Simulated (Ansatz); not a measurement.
# PbSe (Clausthalite) (Fm-3m) in Ansatz: further runs

Runs on PbSe (Clausthalite). Level: PBE. Tasks: single point.

Everything below comes from runs of Ansatz 0.2.0. Logs are shortened: lines on timing, memory, paths and dates and some standing lists are left out, and cuts for length are marked.

**Measured values to compare with.**

From a printed reference work, monograph, for a bulk crystal of PbSe: band gap 0.28 eV (direct) at 300 K; band gap 0.15 eV (direct) at 4.2 K.

How close the calculation comes is told below.

## 1. The structure

It takes space group Fm-3m (No. 225, cubic). Conventional cell: a = 6.121 Å, b = 6.121 Å, c = 6.121 Å, α = 90.00°, β = 90.00°, γ = 90.00°. Around Pb (site symmetry m-3m) lie 6 Se at 3.06 Å. Se (site symmetry m-3m) is surrounded by 6 Pb at 3.06 Å.

## 2. Single point, PBE

File input.yaml:

```yaml
crystal:
  lattice:
    - [0.0, 3.06065, 3.06065]
    - [3.06065, 0.0, 3.06065]
    - [3.06065, 3.06065, 0.0]
  atoms:
    - { symbol: Pb, position: [0.0, 0.0, 0.0] }
    - { symbol: Se, position: [0.5, 0.5, 0.5] }
kpoints:
  mp_grid: { grid: [8, 8, 8] }
scf:
  occupations: { method: gaussian, width: 0.05 }
hamiltonian:
  xc: pbe
  pseudopotentials: { kind: all_electron, lapw: { basis_error: 0.001 } }
output:
  forces: true
  stress: true
  eigenvalues: true
```

Potentials or basis: all-electron LAPW, scalar-relativistic.

On the command line:

```bash
ansatz run input.yaml --threads 1 --pin off --max-ram 3072MiB --backend cpu --events-out ev --progress --plain --runs-dir out
```

Log:

```text
Warning: RAYON_NUM_THREADS=1 ignored (pool sized by the plan → 1); use --threads N
LAPW: plane waves up to 7.016 Å⁻¹, error target 1.0e-3 eV per atom; small_component_spin mean_spin; Se in spheres of 1.439 Å, 24 of its electrons in bands, Dirac shells []; Pb in spheres of 1.621 Å, 36 of its electrons in bands, Dirac shells [] (how accurate: hamiltonian.pseudopotentials.lapw.basis_error, Limitations)
Engine: ansatz 0.2.0, x86_64-unknown-linux-gnu
Pseudopotentials: kind: all_electron
Pseudopotential: Pb, LAPW, valence charge 36, lapw/all_electron/scalar/gaussian/Pb, Koelling and Harmon's equation, gaussian nucleus
Pseudopotential: Se, LAPW, valence charge 24, lapw/all_electron/scalar/gaussian/Se, Koelling and Harmon's equation, gaussian nucleus
Functional definition: PBE
  parameter kappa = 0.804
  parameter beta = 0.06672455060314922
  exchange = pbe_x(kappa = kappa, mu = beta*pi^2/3)
  correlation = pbe_c(beta = beta)
Crystal: 2 atoms, lattice volume = 57.342 Å³
Basis set: ecut = 187.5418282807429 eV, 331 PW (Γ), exchange–correlation at level 2
Bands: 36, of which v1, the nominal top of the filled ones, is band 30 counted from 1 (29 counted from 0)
Symmetry: 48 space group operations
Space group: Fm-3m (ITA 225), of the structure as read, at distance tolerance 3.9e-5 Å
k-points: 29 of 512
Non-local potential: Pb, projectors of the file, none
Non-local potential: Se, projectors of the file, none
Initial density: superposition of atomic densities (chi_scale 0.1, normalization cell, long waves kept (reshape's long-wave potential 0.00 eV rms))
Initial wavefunctions: plane waves of lowest kinetic energy (no species holds an atomic orbital)
Functional: x = pbe(κ = 0.804, μ = 0.2195149727645171), c = pbe(β = 0.06672455060314922)
iter 1 solved again at ethr=1.42e-3 eV; its pass at ethr=1.00e-1 eV (dr2=8.50e-1 eV) is discarded
SCF iter   1: F=—  HF=-634193.660623 eV  |F-HF|=—  |Δ(HF+E_count)|=         —  Δρ=2.48e-2  dr2=8.50e-1  ethr=1.42e-3  ⟨swp⟩=2.0  Hψ=6418  notcnv=0
preconditioner: auto → none  [insulator: Δε(μ)=0.591 eV  Ē_g=16.883 eV  σ=0.050 eV  W_gap=1.00  n_scr=14 (ndim 8)  ℏωp=21.9 eV  f_vac=0.122  D(μ)=0.00/eV (n_scr^D=0)  ε∞_Penn≈2.7]
iter 2 solved again at ethr=2.97e-5 eV; its pass at ethr=1.42e-3 eV (dr2=1.78e-2 eV) is discarded
SCF iter   2: F=—  HF=-634193.403929 eV  |F-HF|=—  |Δ(HF+E_count)|=   2.57e-1  Δρ=5.32e-3  dr2=1.79e-2  ethr=2.97e-5  ⟨swp⟩=2.0  Hψ=5436  notcnv=0
SCF iter   3: F=—  HF=-634193.371549 eV  |F-HF|=—  |Δ(HF+E_count)|=   3.24e-2  Δρ=3.31e-3  dr2=1.11e-2  ethr=2.97e-5  ⟨swp⟩=2.9  Hψ=3315  notcnv=0
SCF iter   4: F=—  HF=-634193.373281 eV  |F-HF|=—  |Δ(HF+E_count)|=   1.73e-3  Δρ=9.01e-4  dr2=6.69e-4  ethr=1.85e-5  ⟨swp⟩=2.0  Hψ=3101  notcnv=0
SCF iter   5: F=—  HF=-634193.373533 eV  |F-HF|=—  |Δ(HF+E_count)|=   2.53e-4  Δρ=1.18e-4  dr2=8.80e-6  ethr=1.12e-6  ⟨swp⟩=2.5  Hψ=3121  notcnv=0
SCF iter   6: F=—  HF=-634193.373547 eV  |F-HF|=—  |Δ(HF+E_count)|=   1.31e-5  Δρ=2.01e-5  dr2=3.56e-7  ethr=1.47e-8  ⟨swp⟩=3.0  Hψ=3221  notcnv=0
SCF iter   7: F=-634193.373546 eV  HF=-634193.373546 eV  |F-HF|=6.29e-9  |Δ(HF+E_count)|=   1.90e-7  Δρ=5.92e-6  dr2=3.43e-8  ethr=5.94e-10  ⟨swp⟩=3.0  Hψ=3207  notcnv=0
SCF 1 converged in 7 iterations: F = -634193.373546 eV  dr2 = 3.43e-8
SCF converged after 7 iterations
Free energy (F): -634193.373546 eV
Harris-Foulkes:  -634193.373546 eV  (|F-HF|=6.29e-9)
Internal energy: -634193.373546 eV  (E = F + TS)
E sigma→0 (E₀):  -634193.373546 eV
Entropy (-TS):   -0.000000 eV (-0.000 meV/atom)
Fermi energy:    11.907373 eV
--- Per-component energies (eV) ---
  E_band       = -3853.930202
  E_kinetic    = 722667.290110
  E_xc         = -12976.429247
  E_electrostatic = -1343884.234410  (all electrons and nuclei)
  E_smearing   = -0.000000  (= −TS)
  E_closure    = 0.000000  (closes the sum)
  E_atoms      = -634185.215359  (free atoms, spherical and without spin; not in F)
  Σ components = -634193.373546   (vs F -634193.373546, Δ=0.00e0)
  Basis errors (estimates in eV, not in F): energy 3.6e-4 per atom: plane waves 3.3e-4 (1.8e-4 summed), levels above the bands 0.0e0, relativity 5.9e-8, radial functions 2.4e-5, core shells 1.4e-8; eigenvalues (radial functions only) 3.9e-6; not estimated: angular momenta, meshes, grids; target (lapw.basis_error) 1.0e-3; muffin-tin radii Se 1.439 Å, Pb 1.621 Å
--- Forces (eV/Å), atoms counted from 1 ---
  atom   1  Pb    -0.00000000     0.00000000     0.00000000
  atom   2  Se     0.00000000    -0.00000000    -0.00000000
  max |Σ_I F_I| component: 7.56e-31 eV/Å
--- Stress (GPa, compression-positive) ---
        2.430221       0.000000       0.000000
        0.000000       2.430221       0.000000
        0.000000       0.000000       2.430221
  P = ⅓ Tr σ = 2.4302 GPa (24.302 kbar)
--- Band table (eV; the first three rows and the last of 29) ---
  k-point 0: bands = ["-195.7869", "-135.2535", "-135.2535", "-135.2535", "-127.7336", "-116.7616", "-116.7592", "-116.7592", "-116.7592", "-116.7572", "-116.7572", "-116.7572", "-69.5784", "-69.5784", "-69.5784", "-35.4680", "-35.4680", "-35.4658", "-35.4658", "-35.4658", "-5.0874", "-5.0874", "-5.0874", "-5.0837", "-5.0837", "-1.8378", "5.4636", "9.8776", "9.8776", "9.8776", "16.4714", "16.4714", "16.4714", "18.2802", "18.2802", "18.2802"]
  k-point 1: bands = ["-195.7869", "-135.2535", "-135.2535", "-135.2535", "-127.7336", "-116.7616", "-116.7592", "-116.7592", "-116.7592", "-116.7572", "-116.7572", "-116.7572", "-69.5784", "-69.5784", "-69.5784", "-35.4680", "-35.4680", "-35.4658", "-35.4658", "-35.4658", "-5.0882", "-5.0882", "-5.0868", "-5.0816", "-5.0816", "-1.7197", "5.0685", "9.9186", "9.9186", "10.1554", "15.4091", "15.7954", "15.7954", "18.0995", "18.6239", "18.6239"]
  k-point 2: bands = ["-195.7869", "-135.2535", "-135.2535", "-135.2535", "-127.7336", "-116.7616", "-116.7592", "-116.7592", "-116.7592", "-116.7572", "-116.7572", "-116.7572", "-69.5784", "-69.5784", "-69.5784", "-35.4680", "-35.4680", "-35.4658", "-35.4658", "-35.4658", "-5.0966", "-5.0966", "-5.0856", "-5.0703", "-5.0703", "-1.3954", "4.1972", "10.0384", "10.0384", "10.7131", "13.9222", "14.6725", "14.6725", "18.2917", "19.4897", "19.4897"]
  k-point 28: bands = ["-195.7869", "-135.2535", "-135.2535", "-135.2535", "-127.7336", "-116.7616", "-116.7592", "-116.7592", "-116.7592", "-116.7572", "-116.7572", "-116.7572", "-69.5784", "-69.5784", "-69.5784", "-35.4681", "-35.4680", "-35.4658", "-35.4658", "-35.4657", "-5.1752", "-5.0841", "-5.0750", "-5.0750", "-5.0427", "-0.3758", "3.7535", "7.5275", "7.5275", "10.9643", "13.6488", "16.7073", "16.7073", "19.4897", "19.4897", "23.5775"]
```

Wall time 4.8 s (1 thread of Intel Xeon 6975P-C (Granite Rapids), shared host); peak memory 0.34 GiB.

Results:

| Quantity | Value |
| --- | --- |
| Free energy | -634193.3735 eV |
| Pressure | 2.4 GPa |
| Band gap on the k mesh | 0.28 eV, direct |

Caveat: spin-orbit coupling is left out, which as a rule narrows the gap of such compounds by several tenths of an eV.

## 3. Single point, PBE

Edit input.yaml of step 2 so:

```diff
@@ -11,3 +11,3 @@
 scf:
-  occupations: { method: gaussian, width: 0.05 }
+  occupations: { method: gaussian, width: 0.015 }
 hamiltonian:
```

Potentials or basis: all-electron LAPW, scalar-relativistic.

On the command line:

```bash
ansatz run input.yaml --threads 1 --pin off --max-ram 3072MiB --backend cpu --events-out ev --progress --plain --runs-dir out
```

It took 4.5 s on 1 thread of Intel Xeon 6975P-C (Granite Rapids), shared host; peak memory 0.34 GiB.

It converged, with:

| Quantity | Value |
| --- | --- |
| Free energy | -634193.3735 eV |
| Pressure | 2.4 GPa |
| Band gap on the k mesh | 0.28 eV, direct |

Levels at points of the mesh, in eV from the valence-band top:
| k point | band 26 | band 27 | band 28 | band 29 | band 30 | band 31 | band 32 | band 33 | band 34 | band 35 |
| --- | --- | --- | --- | --- | --- | --- | --- | --- | --- | --- |
| (0.00, 0.00, 0.00) | -13.60 | -6.30 | -1.89 | -1.89 | -1.89 | 4.71 | 4.71 | 4.71 | 6.52 | 6.52 |
| (0.00, 0.00, -0.50) | -12.54 | -8.80 | -1.48 | -1.48 | 0.00 | 0.28 | 1.69 | 1.69 | 8.54 | 10.17 |
| (0.00, -0.50, -0.50) | -12.17 | -7.38 | -4.99 | -3.24 | -3.24 | 3.69 | 5.60 | 5.60 | 6.04 | 11.33 |

Caveat: spin-orbit coupling is left out, which as a rule narrows the gap of such compounds by several tenths of an eV.

## 4. For comparison

An earlier run on the cell as given: functional PBE; potentials or basis all-electron LAPW, scalar-relativistic; cutoff 188 eV (chosen from the basis error); basis error allowed 0.001 eV/atom; k mesh 8 × 8 × 8; occupations fermi-dirac, width 0.05 eV; no spin polarisation.

- Pressure: 2.4 GPa
- Band gap on the k mesh: 0.29 eV, direct
- Loewdin charges: Pb +0.38; Se -0.34 e

## 5. The runs side by side

```csv
smearing,gap on the mesh (eV),pressure (GPa)
gaussian 0.05 eV,0.28,2.4
gaussian 0.015 eV,0.28,2.4
fermi-dirac 0.05 eV,0.29,2.4
```

Alike in all rows: task single point; level PBE; potentials or basis all-electron LAPW, scalar-relativistic; no spin polarisation; cell as given; k mesh 8 × 8 × 8; cutoff (eV) 188; basis error allowed 0.001 eV/atom.

On the cell as given the gap runs from 0.28 eV (PBE) to 0.29 eV (PBE).

Caveats: spin-orbit coupling is left out, which as a rule narrows the gap of such compounds by several tenths of an eV.

Compare energies only between runs with the same functional and basis.

## 6. Comparison with measurements

Step 2. A measured gap of PbSe is 0.28 eV (direct; 300 K; a printed reference work, monograph); the calculated 0.28 eV misses it by 0.00 eV. 2 values of this kind are on record (0.15 to 0.28 eV); this one was drawn at random. Spin-orbit coupling on Pb, Se is left out. The value is that of PBE on a finite k mesh, which can miss the band edges, without temperature or zero-point motion. Semilocal functionals fall short of measured gaps as a rule.

Step 3. Against the measured gap of PbSe, 0.15 eV (direct; 4.2 K; a printed reference work, monograph), the calculated 0.28 eV is off by +0.13 eV. 2 values of this kind are on record (0.15 to 0.28 eV); this one was drawn at random. Spin-orbit coupling on Pb, Se is left out. The value is that of PBE on a finite k mesh, which can miss the band edges, without temperature or zero-point motion.
